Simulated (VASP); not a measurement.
# ZrB2 (P6/mmm) in VASP: band structure with PBEsol

Aim: the band structure of ZrB2 with PBEsol.

Program: VASP 6.6.1. These are calculated values, not measurements. Logs are shortened: lines on timing, memory, paths and dates and some standing lists are left out, and cuts for length are marked.

## (1) The structure

Symmetry: P6/mmm, No. 191, hexagonal system. Conventional cell: a = 3.157 Å, b = 3.157 Å, c = 3.506 Å, α = 90.00°, β = 90.00°, γ = 120.00°. Zr (site symmetry 6/mmm) has 12 B at 2.53 Å as nearest neighbours. B (site symmetry -6m2) is surrounded by 3 B at 1.82 Å.

## (2) Band structure, PBEsol

INCAR

```
ALGO     = Fast           # electronic algorithm
EDIFF    = 1E-6           # SCF threshold, eV
ENCUT    = 520            # plane-wave cutoff, eV
GGA      = PS             # functional
ICORELEVEL= 1            
ISIF     = 2              # what is computed and relaxed
ISMEAR   = 1              # smearing method
LASPH    = T              # aspherical terms in the spheres
LCHARG   = F              # write CHGCAR
LMAXMIX  = 4              # l up to which the mixer works
LREAL    = F              # projectors in reciprocal space
LWAVE    = F              # write WAVECAR
NBANDS   = 16             # bands
NELM     = 80             # most SCF steps
PREC     = Accurate       # precision mode
SIGMA    = 0.1            # smearing width, eV
```

KPOINTS

```
k-points
0
Gamma
  15 15 10
```

POSCAR

```
ZrB2                                    
1.0
    3.1569733969      0.0000000000      0.0000000000
   -1.5784866984      2.7340191608      0.0000000000
    0.0000000000      0.0000000000      3.5062987263
  Zr              B             
     1     2
Direct
     0.0000000000000000    0.0000000000000000    0.0000000000000000
     0.3333333300000021    0.6666666699999979    0.5000000000000000
     0.6666666699999979    0.3333333300000021    0.5000000000000000
```

KPOINTS_OPT

```
explicit points
96
Reciprocal
 0.0000000000  0.0000000000  0.0000000000 1
 0.0555555556  0.0000000000  0.0000000000 1
 0.1111111111  0.0000000000  0.0000000000 1
 0.1666666667  0.0000000000  0.0000000000 1
 0.2222222222  0.0000000000  0.0000000000 1
 0.2777777778  0.0000000000  0.0000000000 1
 0.3333333333  0.0000000000  0.0000000000 1
 0.3888888889  0.0000000000  0.0000000000 1
 0.4444444444  0.0000000000  0.0000000000 1
 0.5000000000  0.0000000000  0.0000000000 1
 0.5000000000  0.0000000000  0.0000000000 1
 0.4814814815  0.0370370370  0.0000000000 1
 0.4629629630  0.0740740741  0.0000000000 1
 0.4444444444  0.1111111111  0.0000000000 1
 0.4259259259  0.1481481481  0.0000000000 1
 0.4074074074  0.1851851852  0.0000000000 1
 0.3888888889  0.2222222222  0.0000000000 1
 0.3703703703  0.2592592592  0.0000000000 1
 0.3518518518  0.2962962963  0.0000000000 1
 0.3333333333  0.3333333333  0.0000000000 1
 0.3333333333  0.3333333333  0.0000000000 1
 0.2962962963  0.2962962963  0.0000000000 1
 0.2592592592  0.2592592592  0.0000000000 1
 0.2222222222  0.2222222222  0.0000000000 1
 0.1851851852  0.1851851852  0.0000000000 1
 0.1481481481  0.1481481481  0.0000000000 1
 0.1111111111  0.1111111111  0.0000000000 1
 0.0740740741  0.0740740741  0.0000000000 1
 0.0370370370  0.0370370370  0.0000000000 1
 0.0000000000  0.0000000000  0.0000000000 1
 0.0000000000  0.0000000000  0.0000000000 1
 0.0000000000  0.0000000000  0.0555555556 1
 0.0000000000  0.0000000000  0.1111111111 1
 0.0000000000  0.0000000000  0.1666666667 1
 0.0000000000  0.0000000000  0.2222222222 1
 0.0000000000  0.0000000000  0.2777777778 1
 0.0000000000  0.0000000000  0.3333333333 1
 0.0000000000  0.0000000000  0.3888888889 1
 0.0000000000  0.0000000000  0.4444444444 1
 0.0000000000  0.0000000000  0.5000000000 1
 0.0000000000  0.0000000000  0.5000000000 1
 0.0555555556  0.0000000000  0.5000000000 1
 0.1111111111  0.0000000000  0.5000000000 1
 0.1666666667  0.0000000000  0.5000000000 1
 0.2222222222  0.0000000000  0.5000000000 1
 0.2777777778  0.0000000000  0.5000000000 1
 0.3333333333  0.0000000000  0.5000000000 1
 0.3888888889  0.0000000000  0.5000000000 1
 0.4444444444  0.0000000000  0.5000000000 1
 0.5000000000  0.0000000000  0.5000000000 1
 0.5000000000  0.0000000000  0.5000000000 1
 0.4814814815  0.0370370370  0.5000000000 1
 0.4629629630  0.0740740741  0.5000000000 1
 0.4444444444  0.1111111111  0.5000000000 1
 0.4259259259  0.1481481481  0.5000000000 1
 0.4074074074  0.1851851852  0.5000000000 1
 0.3888888889  0.2222222222  0.5000000000 1
 0.3703703703  0.2592592592  0.5000000000 1
 0.3518518518  0.2962962963  0.5000000000 1
 0.3333333333  0.3333333333  0.5000000000 1
 0.3333333333  0.3333333333  0.5000000000 1
 0.2962962963  0.2962962963  0.5000000000 1
 0.2592592592  0.2592592592  0.5000000000 1
 0.2222222222  0.2222222222  0.5000000000 1
 0.1851851852  0.1851851852  0.5000000000 1
 0.1481481481  0.1481481481  0.5000000000 1
 0.1111111111  0.1111111111  0.5000000000 1
 0.0740740741  0.0740740741  0.5000000000 1
 0.0370370370  0.0370370370  0.5000000000 1
 0.0000000000  0.0000000000  0.5000000000 1
 0.5000000000  0.0000000000  0.5000000000 1
 0.5000000000  0.0000000000  0.4444444444 1
 0.5000000000  0.0000000000  0.3888888889 1
 0.5000000000  0.0000000000  0.3333333333 1
 0.5000000000  0.0000000000  0.2777777778 1
 0.5000000000  0.0000000000  0.2222222222 1
 0.5000000000  0.0000000000  0.1666666667 1
 0.5000000000  0.0000000000  0.1111111111 1
 0.5000000000  0.0000000000  0.0555555556 1
 0.5000000000  0.0000000000  0.0000000000 1
 0.3333333333  0.3333333333  0.0000000000 1
 0.3333333333  0.3333333333  0.0555555556 1
 0.3333333333  0.3333333333  0.1111111111 1
 0.3333333333  0.3333333333  0.1666666667 1
 0.3333333333  0.3333333333  0.2222222222 1
 0.3333333333  0.3333333333  0.2777777778 1
 0.3333333333  0.3333333333  0.3333333333 1
 0.3333333333  0.3333333333  0.3888888889 1
 0.3333333333  0.3333333333  0.4444444444 1
 0.3333333333  0.3333333333  0.5000000000 1
 0.0000000000  0.0000000000  0.0000000000 1
 0.0000000000  0.0000000000  0.5000000000 1
 0.3333333333  0.3333333333  0.5000000000 1
 0.3333333333  0.3333333333  0.0000000000 1
 0.5000000000  0.0000000000  0.5000000000 1
 0.5000000000  0.0000000000  0.0000000000 1
```

Potentials or basis: VASP PAW PBE potentials, release 64 (Zr_sv, B).

On the command line:

```console
$ cat potpaw_PBE.64/Zr_sv/POTCAR potpaw_PBE.64/B/POTCAR > POTCAR
$ mpirun -np 1 vasp_std > vasp.out
```

OUTCAR:

```text
EDIFF = 1E-6
   ENCUT = 520
   GGA = PS
   ISIF = 2
   ISMEAR = 1
   LASPH = T
   LREAL = F
   NELM = 80
   PREC = Accurate

 ion  position               nearest neighbor table
   1  0.000  0.000  0.000-   2 2.53   3 2.53   2 2.53   3 2.53   2 2.53   2 2.53   3 2.53   3 2.53
                             3 2.53   3 2.53   2 2.53   2 2.53
   2  0.333  0.667  0.500-   3 1.82   3 1.82   3 1.82   1 2.53   1 2.53   1 2.53   1 2.53   1 2.53
                             1 2.53
   3  0.667  0.333  0.500-   2 1.82   2 1.82   2 1.82   1 2.53   1 2.53   1 2.53   1 2.53   1 2.53
                             1 2.53

  LATTYP: Found a hexagonal cell.
 ALAT       =     3.1569733969
 C/A-ratio  =     1.1106519712

  Lattice vectors:

 A1 = (   3.1569733969,   0.0000000000,   0.0000000000)
 A2 = (  -1.5784866984,   2.7340191608,   0.0000000000)
 A3 = (   0.0000000000,   0.0000000000,   3.5062987263)

Analysis of symmetry for initial positions (statically):
=====================================================================
 Subroutine PRICEL returns:
 Original cell was already a primitive cell.

 Routine SETGRP: Setting up the symmetry group for a
 hexagonal supercell.

 Subroutine GETGRP returns: Found 24 space group operations
 (whereof 24 operations were pure point group operations)
 out of a pool of 24 trial point group operations.

The static configuration has the point symmetry D_6h.

Analysis of symmetry for dynamics (positions and initial velocities):
=====================================================================
 Subroutine PRICEL returns:
 Original cell was already a primitive cell.

 Routine SETGRP: Setting up the symmetry group for a
 hexagonal supercell.

 Subroutine GETGRP returns: Found 24 space group operations
 (whereof 24 operations were pure point group operations)
 out of a pool of 24 trial point group operations.

The dynamic configuration has the point symmetry D_6h.

 Subroutine INISYM returns: Found 24 space group operations
 (whereof 24 operations are pure point group operations),
 and found     1 'primitive' translations

----------------------------------------------------------------------------------------

                                     Primitive cell

  volume of cell :      30.2637

  direct lattice vectors                    reciprocal lattice vectors
     3.156973397  0.000000000  0.000000000     0.316759084  0.182880942  0.000000000
    -1.578486698  2.734019161  0.000000000     0.000000000  0.365761884  0.000000000
     0.000000000  0.000000000  3.506298726     0.000000000  0.000000000  0.285201028

  length of vectors
     3.156973397  3.156973397  3.506298726     0.365761884  0.365761884  0.285201028

  position of ions in fractional coordinates (direct lattice)
     0.000000000  0.000000000  0.000000000
     0.333333330  0.666666670  0.500000000
     0.666666670  0.333333330  0.500000000

  ion indices of the primitive-cell ions
   primitive index   ion index
                 1           1
                 2           2
                 3           3

----------------------------------------------------------------------------------------

 KPOINTS: k-points

Automatic generation of k-mesh.
[... 25 lines left out ...]
  0.133333  0.000000  0.000000      6.000000
  0.200000  0.000000  0.000000      6.000000
  0.266667  0.000000  0.000000      6.000000
  0.333333  0.000000  0.000000      6.000000
[... 16 lines left out ...]
  0.333333  0.200000  0.000000     12.000000
  0.400000  0.200000  0.000000      6.000000
 [... further k-points ...]
   k-points           NKPTS =    162   k-points in BZ     NKDIM =    162   number of bands    NBANDS=     16
   number of dos      NEDOS =    301   number of ions     NIONS =      3
   total plane-waves  NPLWV =  16128
   dimension x,y,z NGX =    24 NGY =   24 NGZ =   28
   dimension x,y,z NGXF=    48 NGYF=   48 NGZF=   56
   ions per type =               1   2
   NGX,Y,Z   is equivalent  to a cutoff of  12.64, 12.64, 13.28 a.u.
   NGXF,Y,Z  is equivalent  to a cutoff of  25.28, 25.28, 26.55 a.u.
 SYSTEM =  unknown system
   PREC   = accura    normal or accurate (medium, high low for compatibility)
   ISTART =      0    job   : 0-new  1-cont  2-samecut
   ICHARG =      2    charge: 1-file 2-atom 10-const
   ISPIN  =      1    spin polarized calculation?
   LNONCOLLINEAR =      F non collinear calculations
   LSORBIT =      F    spin-orbit coupling
   LASPH  =      T    aspherical Exc in radial PAW
   ENCUT  =  520.0 eV  38.22 Ry    6.18 a.u.   5.87  5.87  6.52*2*pi/ulx,y,z
   NELM   =     80;   NELMIN=  2; NELMDL= -5     # of ELM steps
   EDIFF  = 0.1E-05   stopping-criterion for ELM
   LREAL  =      F    real-space projection
   EDIFFG = 0.1E-04   stopping-criterion for IOM
   NSW    =      0    number of steps for IOM
   IBRION =     -1    ionic relax: 0-MD 1-quasi-New 2-CG
   NFREE  =      0    steps in history (QN), initial steepest desc. (CG)
   ISIF   =      2    stress and relaxation
   ISYM   =      2    0-nonsym 1-usesym 2-fastsym
   POTIM  = 0.5000    time-step for ionic-motion
   TEBEG  =    0.0;   TEEND  =   0.0 temperature during run
   PSTRESS=    0.0 pullay stress
   NELECT =      18.0000    total number of electrons
   NUPDOWN=      -1.0000    fix difference up-down
   EMIN   =  10.00;   EMAX   =-10.00  energy-range for DOS
   EFERMI =   0.00;   METHOD = LEGACY
   ISMEAR =     1;   SIGMA  =   0.10  broadening in eV -4-tet -1-fermi 0-gaus
   EFERMI_NEDOS =   21; number of points for ismear=-14 and -15
   IALGO  =     68    algorithm
   IMIX   =      4    mixing-type and parameters
     AMIX     =   0.40;   BMIX     =  1.00
     AMIX_MAG =   1.60;   BMIX_MAG =  1.00
  volume/ion in A,a.u.               =      10.09        68.08
  Fermi-wavevector in a.u.,A,eV,Ry     =   1.376761  2.601701 25.789444  1.895471
  Thomas-Fermi vector in A             =   2.501976
   LORBIT       =      0    0 simple, 1 ext, 2 COOP (PROOUT), +10 PAW based schemes
   GGA     = PS    functional components
   LHFCALC =     F    Hartree Fock is set to
   AEXX    =    0.0000 exact exchange contribution
   IVDW    =     0    specifies the selected vdW correction
   LEPSILON=     F    determine dielectric tensor
   LRPA    =     F    only Hartree local field effects (RPA)
 non-spin polarized calculation
 RMM-DIIS sequential band-by-band and
 Methfessel and Paxton  Order N= 1 SIGMA  =   0.10
  energy-cutoff  :      520.00
  volume of cell :       30.26
 maximum number of plane-waves:       831
 NGX is ok and might be reduce to    24
   NGX = 11   NGY = 11   NGZ = 13

 number of electron      18.0000000 magnetization

 Free energy of the ion-electron system (eV)
  ---------------------------------------------------
  ext. energy  EPLUGINS =         0.00000000
  ---------------------------------------------------
  free energy    TOTEN  =       -26.40436293 eV

  energy without entropy =      -26.40448428  energy(sigma->0) =      -26.40440338

 the core state eigenenergies are
   1-  1s -17805.0927  2s  -2452.3795  2p  -2184.8783  3s   -387.7312  3p   -300.6152
       3d   -157.7170
   2-  1s   -162.7884
   3-  1s   -162.7884

 E-fermi :  10.5607     XC(G=0): -12.6127

 val. band max:       10.4832993853   @ k =   0.0667   0.0667   0.5000
 cond. band min:      10.5987636161   @ k =   0.0667   0.0667   0.4000
 fundamental gap:      0.1154642308
 Fermi energy:        10.5606753274

 k-point     1 :       0.0000    0.0000    0.0000
  band No.  band energies     occupation
      1     -37.8455      2.00000
      2     -16.0822      2.00000
      3     -15.4964      2.00000
      4     -15.4964      2.00000
      5      -2.1635      2.00000
      6       7.9261      2.00000
[... 433 lines left out ...]
      3     -15.9493      2.00000
      4     -15.8817      2.00000
      5       2.2187      2.00000
      6       2.3959      2.00000
[... 8 lines left out ...]
     15      20.2146      0.00000
     16      20.3885      0.00000

 [... further k-points ...]
[... 5 lines left out ...]
  --------------------------------------------------------------------------------------
  -------------------------------------------------------------------------------------
  Total        0.0027004      0.0027004     -0.0033275      0.0000000      0.0000000      0.0000000
  in kB        0.1429621      0.1429621     -0.1761598      0.0000000      0.0000000      0.0000000
  external PRESSURE =       0.0365881 kB  Pullay stress =       0.0000000 kB

 VOLUME and BASIS-vectors are now :
 -----------------------------------------------------------------------------
  energy-cutoff  :      520.00
  volume of cell :       30.26
      direct lattice vectors                 reciprocal lattice vectors
     3.156973397  0.000000000  0.000000000     0.316759084  0.182880942  0.000000000
    -1.578486698  2.734019161  0.000000000     0.000000000  0.365761884  0.000000000
     0.000000000  0.000000000  3.506298726     0.000000000  0.000000000  0.285201028

 POSITION                                       TOTAL-FORCE (eV/Angst)
 -----------------------------------------------------------------------------------
      0.00000      0.00000      0.00000        -0.000000      0.000000     -0.000000
     -0.00000      1.82268      1.75315         0.000000      0.000000     -0.000000
      1.57849      0.91134      1.75315        -0.000000     -0.000000      0.000000
 -----------------------------------------------------------------------------------
    total drift:                                0.000000     -0.000000     -0.000000

  FREE ENERGIE OF THE ION-ELECTRON SYSTEM (eV)
  ---------------------------------------------------
  free  energy   TOTEN  =       -26.4043629329 eV

  energy  without entropy=      -26.4044842825  energy(sigma->0) =      -26.40440338
```

It took 50 s on 1 thread of Intel Xeon 6975P-C (Granite Rapids), shared host; peak memory 0.24 GiB.

Results:

```yaml
Free_energy: -26.4044 eV
Pressure: 0.0 GPa
Band_gap_along_the_path: none (metal or under the smearing width)
```

Levels at the corners of the path, in eV from the Fermi level:
| point | band 7 | band 8 | band 9 | band 10 | band 11 | band 12 |
| --- | --- | --- | --- | --- | --- | --- |
| Γ | -2.63 | -2.60 | -2.24 | 3.51 | 3.51 | 4.35 |
| M | -3.89 | -3.02 | -2.72 | 2.34 | 2.38 | 5.07 |
| M | -3.89 | -3.02 | -2.72 | 2.34 | 2.38 | 5.07 |
| K | -6.96 | -2.43 | -2.43 | 1.63 | 1.63 | 3.21 |
| K | -6.96 | -2.43 | -2.43 | 1.63 | 1.63 | 3.21 |
| Γ | -2.63 | -2.60 | -2.24 | 3.51 | 3.51 | 4.35 |
| Γ | -2.63 | -2.60 | -2.24 | 3.51 | 3.51 | 4.35 |
| A | -0.92 | -0.92 | 0.32 | 0.32 | 0.82 | 0.82 |
| A | -0.92 | -0.92 | 0.32 | 0.32 | 0.82 | 0.82 |
| L | -4.64 | -4.15 | -1.91 | 3.90 | 4.20 | 5.46 |
| L | -4.64 | -4.15 | -1.91 | 3.90 | 4.20 | 5.46 |
| H | -4.88 | -2.63 | -2.63 | 4.24 | 6.26 | 6.26 |
| H | -4.88 | -2.63 | -2.63 | 4.24 | 6.26 | 6.26 |
| A | -0.92 | -0.92 | 0.32 | 0.32 | 0.82 | 0.82 |
| L | -4.64 | -4.15 | -1.91 | 3.90 | 4.20 | 5.46 |
| M | -3.89 | -3.02 | -2.72 | 2.34 | 2.38 | 5.07 |
| K | -6.96 | -2.43 | -2.43 | 1.63 | 1.63 | 3.21 |
| H | -4.88 | -2.63 | -2.63 | 4.24 | 6.26 | 6.26 |

Core levels (eV, on the scale of the bands):
| atom | levels |
| --- | --- |
| 1 Zr | 1s -17805.1, 2s -2452.4, 2p -2184.9, 3s -387.7, 3p -300.6, 3d -157.7 |
| 2 B | 1s -162.8 |
| 3 B | 1s -162.8 |

Caveat: the PAW data sets were made with another functional, which shifts forces and pressure a little.
